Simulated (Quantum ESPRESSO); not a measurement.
# Pt (Im-3m) in Quantum ESPRESSO: equation of state

Aim: energy against volume of Pt in PBEsol, for its equilibrium volume and stiffness.

Program: Quantum ESPRESSO 7.5. These are calculated values, not measurements. Logs are shortened: lines on timing, memory, paths and dates and some standing lists are left out, and cuts for length are marked.

### 1 The structure

It takes space group Im-3m (No. 229, cubic). Conventional cell: a = 3.168 Å, b = 3.168 Å, c = 3.168 Å, α = 90.00°, β = 90.00°, γ = 90.00°. Pt (site symmetry m-3m) is surrounded by 8 Pt at 2.74 Å.

This isn't the form of Pt at room conditions, which is fcc.

### 2 Single point, PBEsol, 14.95 Å³/atom

The input, pw.in:

```
&CONTROL
  calculation = 'scf'
  prefix = 'pwscf'
  outdir = './tmp'
  pseudo_dir = './pseudo'
  tprnfor = .true.
  tstress = .true.
  disk_io = 'nowf'
/
&SYSTEM
  ibrav = 0
  nat = 1
  ntyp = 1
  ecutwfc = 45
  ecutrho = 360
  nbnd = 14
  occupations = 'smearing'
  smearing = 'fd'
  degauss = 0.00367493
/
&ELECTRONS
  conv_thr = 2d-10
  electron_maxstep = 120
  mixing_beta = 0.5
/
ATOMIC_SPECIES
Pt   195.0840 pt_pbesol_v1.4.uspp.F.UPF
CELL_PARAMETERS angstrom
  -1.5518799051    1.5518799051    1.5518799051
   1.5518799051   -1.5518799051    1.5518799051
   1.5518799051    1.5518799051   -1.5518799051
ATOMIC_POSITIONS crystal
Pt     0.0000000000    0.0000000000    0.0000000000
K_POINTS automatic
12 12 12 0 0 0
```

Potentials or basis: GBRV 1.5 PBEsol.

Run with:

```
$ OMP_NUM_THREADS=1 mpirun -n 2 pw.x -nk 2 -in pw.in > pw.out
```

pw.out:

```text
This program is part of the open-source Quantum ESPRESSO suite
     for quantum simulation of materials; please cite
         "P. Giannozzi et al., J. Phys.:Condens. Matter 21 395502 (2009);
         "P. Giannozzi et al., J. Phys.:Condens. Matter 29 465901 (2017);
         "P. Giannozzi et al., J. Chem. Phys. 152 154105 (2020);
     in publications or presentations arising from this work. More details at

     Message from routine setup:
     using ibrav=0 with symmetry is DISCOURAGED, use correct ibrav instead

     K-points division:     npool     =       2
     Subspace diagonalization in iterative solution of the eigenvalue problem:
     a serial algorithm will be used

     G-vector sticks info
     --------------------
     sticks:   dense  smooth     PW     G-vecs:    dense   smooth      PW
     Sum         693     345    137                11537     4093    1055

     Using Slab Decomposition

     bravais-lattice index     =            0
     lattice parameter (alat)  =       5.0795  a.u.
     unit-cell volume          =     100.8860 (a.u.)^3
     number of atoms/cell      =            1
     number of atomic types    =            1
     number of electrons       =        16.00
     number of Kohn-Sham states=           14
     kinetic-energy cutoff     =      45.0000  Ry
     charge density cutoff     =     360.0000  Ry
     scf convergence threshold =      2.0E-10
     mixing beta               =       0.5000
     number of iterations used =            8  plain     mixing
     Exchange-correlation= SLA  PW   PSX  PSC
                           (   1   4  10   8   0   0   0)

     celldm(1)=   5.079461  celldm(2)=   0.000000  celldm(3)=   0.000000
     celldm(4)=   0.000000  celldm(5)=   0.000000  celldm(6)=   0.000000

     crystal axes: (cart. coord. in units of alat)
               a(1) = (  -0.577350   0.577350   0.577350 )
               a(2) = (   0.577350  -0.577350   0.577350 )
               a(3) = (   0.577350   0.577350  -0.577350 )

     reciprocal axes: (cart. coord. in units 2 pi/alat)
               b(1) = ( -0.000000  0.866025  0.866025 )
               b(2) = (  0.866025 -0.000000  0.866025 )
               b(3) = (  0.866025  0.866025  0.000000 )

     PseudoPot. # 1 for Pt read from file:
     pt_pbesol_v1.4.uspp.F.UPF
     Pseudo is Ultrasoft + core correction, Zval = 16.0
     Generated by new atomic code, or converted to UPF format
     Using radial grid of  985 points,  6 beta functions with:
                l(1) =   0
                l(2) =   0
                l(3) =   1
                l(4) =   1
                l(5) =   2
                l(6) =   2
     Q(r) pseudized with  8 coefficients,  rinner =    1.300   1.300   1.300
                                                       1.300   1.300

     atomic species   valence    mass     pseudopotential
     Pt               16.00   195.08400     Pt( 1.00)

     48 Sym. Ops., with inversion, found

   Cartesian axes

     site n.     atom                  positions (alat units)
         1        Pt     tau(   1) = (   0.0000000   0.0000000   0.0000000  )

     number of k points=    72  Fermi-Dirac smearing, width (Ry)=  0.0037
                       cart. coord. in units 2pi/alat
        k(    1) = (   0.0000000   0.0000000   0.0000000), wk =   0.0011574
        k(    2) = (   0.0721688   0.0721688   0.0000000), wk =   0.0138889
        k(    3) = (   0.1443376   0.1443376   0.0000000), wk =   0.0138889
        k(    4) = (   0.2165064   0.2165064   0.0000000), wk =   0.0138889
        k(    5) = (   0.2886751   0.2886751   0.0000000), wk =   0.0138889
        k(    6) = (   0.3608439   0.3608439   0.0000000), wk =   0.0138889
[... 64 lines left out ...]
        k(   71) = (  -0.8660254  -0.0721688  -0.0721688), wk =   0.0138889
        k(   72) = (  -0.8660254  -0.8660254  -0.8660254), wk =   0.0011574

     Dense  grid:    11537 G-vectors     FFT dimensions: (  32,  32,  32)

     Smooth grid:     4093 G-vectors     FFT dimensions: (  24,  24,  24)

     Initial potential from superposition of free atoms

     starting charge      15.5000, renormalised to      16.0000

     negative rho (up, down):  1.866E-01 0.000E+00
     Starting wfcs are   12 randomized atomic wfcs +    2 random wfcs

     Self-consistent Calculation

     iteration #  1     ecut=    45.00 Ry     beta= 0.50
     Davidson diagonalization with overlap
     ethr =  1.00E-02,  avg # of iterations =  4.4

     negative rho (up, down):  1.730E-01 0.000E+00

     total energy              =    -210.38648593 Ry
     estimated scf accuracy    <       0.73551013 Ry

     iteration #  2     ecut=    45.00 Ry     beta= 0.50
     Davidson diagonalization with overlap
     ethr =  4.60E-03,  avg # of iterations =  2.0

     negative rho (up, down):  1.731E-01 0.000E+00

     total energy              =    -210.54550913 Ry
     estimated scf accuracy    <       0.00617743 Ry

     iteration #  3     ecut=    45.00 Ry     beta= 0.50
     Davidson diagonalization with overlap
     ethr =  3.86E-05,  avg # of iterations =  3.7

     negative rho (up, down):  1.719E-01 0.000E+00

     total energy              =    -210.54641974 Ry
     estimated scf accuracy    <       0.00074357 Ry

     iteration #  4     ecut=    45.00 Ry     beta= 0.50
     Davidson diagonalization with overlap
     ethr =  4.65E-06,  avg # of iterations =  3.6

     negative rho (up, down):  1.720E-01 0.000E+00

     total energy              =    -210.54646284 Ry
     estimated scf accuracy    <       0.00000748 Ry

     iteration #  5     ecut=    45.00 Ry     beta= 0.50
     Davidson diagonalization with overlap
     ethr =  4.68E-08,  avg # of iterations =  2.8

     negative rho (up, down):  1.720E-01 0.000E+00

     total energy              =    -210.54646577 Ry
     estimated scf accuracy    <       0.00000046 Ry

     iteration #  6     ecut=    45.00 Ry     beta= 0.50
     Davidson diagonalization with overlap
     ethr =  2.89E-09,  avg # of iterations =  1.7

     negative rho (up, down):  1.720E-01 0.000E+00

     total energy              =    -210.54646586 Ry
     estimated scf accuracy    <          3.5E-09 Ry

     iteration #  7     ecut=    45.00 Ry     beta= 0.50
     Davidson diagonalization with overlap
     ethr =  2.22E-11,  avg # of iterations =  3.3

     negative rho (up, down):  1.720E-01 0.000E+00

     total energy              =    -210.54646587 Ry
     estimated scf accuracy    <          2.2E-10 Ry

     iteration #  8     ecut=    45.00 Ry     beta= 0.50
     Davidson diagonalization with overlap
     ethr =  1.35E-12,  avg # of iterations =  1.9

     negative rho (up, down):  1.720E-01 0.000E+00

     End of self-consistent calculation

          k = 0.0000 0.0000 0.0000 (   531 PWs)   bands (ev):

   -29.8775 -29.8775 -29.8775  12.2757  18.6332  18.6332  18.6332  21.3599
    21.3599  39.4474  39.4474  39.4474  50.1987  50.1988

          k = 0.0722 0.0722 0.0000 (   533 PWs)   bands (ev):

   -29.9121 -29.8895 -29.8774  12.5748  18.5121  18.6298  18.8782  21.2053
    21.3679  39.5879  39.7249  39.8936  47.4320  48.0923

          k = 0.1443 0.1443 0.0000 (   523 PWs)   bands (ev):

   -30.0058 -29.9220 -29.8768  13.4053  18.1961  18.5934  19.5884  20.9403
    21.4019  39.5650  39.6704  41.1637  45.6149  45.6917

          k = 0.2165 0.2165 0.0000 (   525 PWs)   bands (ev):

   -30.1320 -29.9662 -29.8761  14.4876  17.7942  18.6597  20.6792  20.8850
    21.4753  37.4000  38.5490  43.0719  44.8961  45.5811

          k = 0.2887 0.2887 0.0000 (   519 PWs)   bands (ev):

   -30.2562 -30.0102 -29.8754  15.1970  17.4214  19.4551  21.0722  21.5831
    21.9730  33.9718  37.1065  41.8676  45.3185  46.5218

          k = 0.3608 0.3608 0.0000 (   521 PWs)   bands (ev):

   -30.3459 -30.0422 -29.8749  15.3148  17.1641  20.8600  21.5636  21.6865
    23.1262  30.7720  36.0343  39.5935  46.8759  47.3788

          k =-0.4330-0.4330 0.0000 (   512 PWs)   bands (ev):

   -30.3785 -30.0538 -29.8748  15.2902  17.0731  21.1685  21.7303  22.4564
    23.6156  29.1903  35.6482  38.7202  46.6388  48.1812

          k = 0.1443 0.0722 0.0722 (   521 PWs)   bands (ev):

   -29.9772 -29.9019 -29.8859  13.1443  18.3713  18.4849  19.4042  20.9635
    21.4192  39.6997  40.1549  40.4001  45.1925  47.1297

          k = 0.2165 0.1443 0.0722 (   517 PWs)   bands (ev):

   -30.0833 -29.9404 -29.8889  14.1441  18.0287  18.3767  20.3778  20.7660
    21.5188  38.8203  39.2516  41.6363  43.6368  45.7862

          k = 0.2887 0.2165 0.0722 (   520 PWs)   bands (ev):

   -30.2019 -29.9902 -29.8890  15.1344  17.6369  18.6156  20.8315  21.5807
    21.7454  35.6770  37.9029  41.6328  43.6149  47.1757

          k = 0.3608 0.2887 0.0722 (   516 PWs)   bands (ev):

   -30.3027 -30.0340 -29.8888  15.5054  17.3249  19.6783  21.0977  21.7665
    23.1588  32.2387  36.5959  39.6784  45.6221  47.6738

          k = 0.4330 0.3608 0.0722 (   513 PWs)   bands (ev):

   -30.3601 -30.0593 -29.8886  15.4923  17.1557  20.7444  21.1909  22.2207
    24.4041  29.5459  35.8499  38.3312  46.5602  47.5582

          k = 0.2887 0.1443 0.1443 (   518 PWs)   bands (ev):

   -30.1769 -29.9755 -29.9067  15.1646  17.9601  17.9781  20.6707  21.5613
    21.8138  36.7567  38.2069  41.1081  42.2722  47.0085

          k = 0.3608 0.2165 0.1443 (   510 PWs)   bands (ev):

   -30.2604 -30.0300 -29.9139  15.9044  17.5914  18.4070  20.8246  21.7520
    23.3828  33.6605  36.6983  39.4675  43.5889  47.9472
[... 243 lines left out ...]
   -30.3146 -30.1526 -30.0648  16.5437  17.4825  19.3007  20.1745  23.3173
    27.7238  29.0387  34.9138  39.0403  42.9393  46.5484

          k =-0.7939-0.1443-0.2165 (   511 PWs)   bands (ev):

   -30.2863 -30.1961 -30.0901  16.6569  17.0036  19.4288  21.1155  22.8400
    27.5061  30.5422  33.2921  40.1997  42.2427  44.8683

          k =-0.7217-0.1443-0.1443 (   505 PWs)   bands (ev):

   -30.2544 -30.2544 -30.0919  16.7437  16.7437  19.3190  22.2604  22.2604
    29.3531  30.6137  30.6137  42.2214  42.2214  42.4884

          k =-0.0000-0.0000 0.5774 (   514 PWs)   bands (ev):

   -30.2110 -30.1542 -30.1542  16.8473  16.9018  20.5457  20.5457  21.7182
    24.2960  35.4118  35.4118  37.4360  41.4082  46.7659

          k = 0.0000-0.0722 0.6495 (   508 PWs)   bands (ev):

   -30.2586 -30.1889 -30.1617  16.4727  16.6400  20.8087  21.0565  22.6282
    26.2646  32.4359  33.6353  38.6610  41.7988  44.3860

          k =-0.8660-0.1443-0.1443 (   504 PWs)   bands (ev):

   -30.2824 -30.2015 -30.1580  16.3170  16.5492  20.8076  21.1885  23.1738
    29.0937  29.1878  32.8732  39.4938  42.2934  42.9628

          k =-0.7939-0.0722-0.1443 (   505 PWs)   bands (ev):

   -30.2637 -30.2323 -30.1712  16.2411  16.3289  20.9280  22.1333  22.8483
    28.4614  30.9448  31.5272  39.3313  42.0037  42.5857

          k = 0.0000 0.0000 0.7217 (   498 PWs)   bands (ev):

   -30.2430 -30.2242 -30.2242  16.0711  16.1682  22.0843  22.0843  22.6603
    27.6717  31.8341  31.8341  37.7036  42.0128  42.6830

          k =-0.8660-0.0722-0.0722 (   490 PWs)   bands (ev):

   -30.2588 -30.2371 -30.2255  15.9385  15.9763  22.3040  22.4695  23.0705
    29.6944  29.9149  31.0288  37.4053  42.1779  42.1935

          k =-0.8660-0.8660-0.8660 (   490 PWs)   bands (ev):

   -30.2501 -30.2501 -30.2501  15.7831  15.7831  23.0331  23.0331  23.0331
    30.1776  30.1776  30.1776  35.9348  42.2456  42.2456

     the Fermi energy is    22.3517 ev

!    total energy              =    -210.54646587 Ry
     estimated scf accuracy    <          1.4E-12 Ry
     smearing contrib. (-TS)   =      -0.00040676 Ry
     internal energy E=F+TS    =    -210.54605911 Ry

     The total energy is F=E-TS. E is the sum of the following terms:
     one-electron contribution =     -19.31599328 Ry
     hartree contribution      =      24.31046938 Ry
     xc contribution           =     -56.69942693 Ry
     ewald contribution        =    -158.84110828 Ry

     convergence has been achieved in   8 iterations

     negative rho (up, down):  1.720E-01 0.000E+00

     Forces acting on atoms (cartesian axes, Ry/au):

     atom    1 type  1   force =     0.00000000    0.00000000    0.00000000

     Total force =     0.000000     Total SCF correction =     0.000000

     Computing stress (Cartesian axis) and pressure

     negative rho (up, down):  1.720E-01 0.000E+00
          total   stress  (Ry/bohr**3)                   (kbar)     P=       35.15
   0.00023893  -0.00000000  -0.00000000           35.15       -0.00       -0.00
  -0.00000000   0.00023893  -0.00000000           -0.00       35.15       -0.00
  -0.00000000  -0.00000000   0.00023893           -0.00       -0.00       35.15

=------------------------------------------------------------------------------=
   JOB DONE.
=------------------------------------------------------------------------------=
```

Wall time 4.5 s (2 MPI ranks of Arm Neoverse V2, shared host); peak memory 0.12 GiB.

Results:

- Free energy: -2864.6306 eV
- Pressure: 3.5 GPa
- Band gap on the k mesh: none (metal or under the smearing width)

### 3 Single point, PBEsol, 15.27 Å³/atom

Changes to pw.in since step 2:

```diff
@@ -28,5 +28,5 @@
 CELL_PARAMETERS angstrom
-  -1.5518799051    1.5518799051    1.5518799051
-   1.5518799051   -1.5518799051    1.5518799051
-   1.5518799051    1.5518799051   -1.5518799051
+  -1.5628089970    1.5628089970    1.5628089970
+   1.5628089970   -1.5628089970    1.5628089970
+   1.5628089970    1.5628089970   -1.5628089970
 ATOMIC_POSITIONS crystal
```

Potentials or basis: GBRV 1.5 PBEsol.

Run with:

```
$ OMP_NUM_THREADS=1 mpirun -n 2 pw.x -nk 2 -in pw.in > pw.out
```

Wall time 4.5 s (2 MPI ranks of Arm Neoverse V2, shared host); peak memory 0.12 GiB.

The run converged. Its results:

* Free energy: -2864.6327 eV
* Pressure: -2.5 GPa
* Band gap on the k mesh: none (metal or under the smearing width)

### 4 Single point, PBEsol, 15.59 Å³/atom

Changes to pw.in since step 3:

```diff
@@ -28,5 +28,5 @@
 CELL_PARAMETERS angstrom
-  -1.5628089970    1.5628089970    1.5628089970
-   1.5628089970   -1.5628089970    1.5628089970
-   1.5628089970    1.5628089970   -1.5628089970
+  -1.5735873306    1.5735873306    1.5735873306
+   1.5735873306   -1.5735873306    1.5735873306
+   1.5735873306    1.5735873306   -1.5735873306
 ATOMIC_POSITIONS crystal
```

Run with:

```
$ OMP_NUM_THREADS=1 mpirun -n 2 pw.x -nk 2 -in pw.in > pw.out
```

It took 4.5 s on 2 MPI ranks of Arm Neoverse V2, shared host; peak memory 0.12 GiB.

It converged, with:

* Free energy: -2864.6236 eV
* Pressure: -7.7 GPa
* Band gap on the k mesh: none (metal or under the smearing width)

### 5 Single point, PBEsol, 15.90 Å³/atom

Changes to pw.in since step 4:

```diff
@@ -28,5 +28,5 @@
 CELL_PARAMETERS angstrom
-  -1.5735873306    1.5735873306    1.5735873306
-   1.5735873306   -1.5735873306    1.5735873306
-   1.5735873306    1.5735873306   -1.5735873306
+  -1.5842200000    1.5842200000    1.5842200000
+   1.5842200000   -1.5842200000    1.5842200000
+   1.5842200000    1.5842200000   -1.5842200000
 ATOMIC_POSITIONS crystal
```

Run with:

```
$ OMP_NUM_THREADS=1 mpirun -n 2 pw.x -nk 2 -in pw.in > pw.out
```

Run time: 4.6 s. Hardware: 2 MPI ranks of Arm Neoverse V2, shared host; peak memory 0.12 GiB.

Results (log left out):

```
Free energy            : -2864.6048 eV
Pressure               : -12.3 GPa
Band gap on the k mesh : none (metal or under the smearing width)
```

### 6 Single point, PBEsol, 16.22 Å³/atom

Changes to pw.in since step 5:

```diff
@@ -28,5 +28,5 @@
 CELL_PARAMETERS angstrom
-  -1.5842200000    1.5842200000    1.5842200000
-   1.5842200000   -1.5842200000    1.5842200000
-   1.5842200000    1.5842200000   -1.5842200000
+  -1.5947118289    1.5947118289    1.5947118289
+   1.5947118289   -1.5947118289    1.5947118289
+   1.5947118289    1.5947118289   -1.5947118289
 ATOMIC_POSITIONS crystal
```

Potentials or basis: GBRV 1.5 PBEsol.

Run with:

```
$ OMP_NUM_THREADS=1 mpirun -n 2 pw.x -nk 2 -in pw.in > pw.out
```

It took 4.6 s on 2 MPI ranks of Arm Neoverse V2, shared host; peak memory 0.14 GiB.

The run converged. Its results:

- Free energy: -2864.5775 eV
- Pressure: -16.3 GPa
- Band gap on the k mesh: none (metal or under the smearing width)

### 7 Single point, PBEsol, 16.54 Å³/atom

Changes to pw.in since step 6:

```diff
@@ -28,5 +28,5 @@
 CELL_PARAMETERS angstrom
-  -1.5947118289    1.5947118289    1.5947118289
-   1.5947118289   -1.5947118289    1.5947118289
-   1.5947118289    1.5947118289   -1.5947118289
+  -1.6050673907    1.6050673907    1.6050673907
+   1.6050673907   -1.6050673907    1.6050673907
+   1.6050673907    1.6050673907   -1.6050673907
 ATOMIC_POSITIONS crystal
```

Run with:

```
$ OMP_NUM_THREADS=1 mpirun -n 2 pw.x -nk 2 -in pw.in > pw.out
```

Wall time 4.6 s (2 MPI ranks of Arm Neoverse V2, shared host); peak memory 0.14 GiB.

Results (log left out):

```
Free energy            : -2864.5427 eV
Pressure               : -19.7 GPa
Band gap on the k mesh : none (metal or under the smearing width)
```

(Continued in part 2 of 2.)
